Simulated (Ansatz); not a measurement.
SnSe:

```xyz
8
Lattice="11.4200 0.0000 0.0000 0.0000 4.1900 0.0000 0.0000 0.0000 4.4600" Properties=species:S:1:pos:R:3 pbc="T T T"
Sn   10.0153    3.1425    4.0541
Sn    7.1147    1.0475    1.8241
Sn    4.3053    3.1425    2.6359
Sn    1.4047    1.0475    0.4059
Se    7.3431    3.1425    4.3886
Se    9.7869    1.0475    2.1586
Se    1.6331    3.1425    2.3014
Se    4.0769    1.0475    0.0714
```

| Item | Value |
| --- | --- |
| Program | Ansatz 0.2.0 |
| Task | relaxation of cell and atoms |
| Functional | r2SCAN |
| Dispersion | D4 |
| Potentials or basis | Ansatz PAW |
| Cutoff | 500 eV (not typed: the program's choice for these potentials) |
| k mesh | 3 × 6 × 6 |
| Occupations | fermi-dirac, width 0.05 eV |
| Spin | no spin polarisation |

At the start: volume 26.68 Å³/atom.

Problem. How do energy, volume and symmetry change on relaxing?

Solution. It ends after 9 steps and the volume is 27.97 Å³/atom (+4.9 %); space group Pnma (No. 62, to 0.05 Å).

The path:
| step | energy change (eV) | largest force (eV/Å) | volume (Å³) |
| --- | --- | --- | --- |
| 1 | 0.0000 | 0.2050 | 213.41 |
| 2 | -0.1020 | 0.0971 | 228.00 |
| 3 | -0.1324 | 0.0406 | 222.16 |
| 4 | -0.1386 | 0.0293 | 222.90 |
| 5 | -0.1463 | 0.0311 | 223.30 |
| 6 | -0.1490 | 0.0121 | 223.64 |
| 7 | -0.1496 | 0.0007 | 223.64 |
| 8 | -0.1496 | 0.0007 | 223.78 |
| 9 | -0.1502 | 0.0007 | 223.78 |

Final structure:
```cif
data_structure
_symmetry_space_group_name_H-M 'P 1'
_symmetry_Int_Tables_number 1
_cell_length_a 11.6712
_cell_length_b 4.1246
_cell_length_c 4.6486
_cell_angle_alpha 90.000
_cell_angle_beta 90.000
_cell_angle_gamma 90.000
_cell_volume 223.78
loop_
_atom_site_label
_atom_site_type_symbol
_atom_site_fract_x
_atom_site_fract_y
_atom_site_fract_z
_atom_site_occupancy
Sn1 Sn 0.87911 0.75000 0.87714 1
Sn2 Sn 0.62089 0.25000 0.37714 1
Sn3 Sn 0.37911 0.75000 0.62286 1
Sn4 Sn 0.12089 0.25000 0.12286 1
Se1 Se 0.64721 0.75000 0.98565 1
Se2 Se 0.85279 0.25000 0.48565 1
Se3 Se 0.14721 0.75000 0.51435 1
Se4 Se 0.35279 0.25000 0.01435 1
```

Caveat: the plane-wave basis is chosen anew once the cell has moved, so the energies of steps on either side of that aren't comparable; the PAW data sets come from PBE, with cores solved anew for the run's functional, which leaves a small shift of forces and pressure.
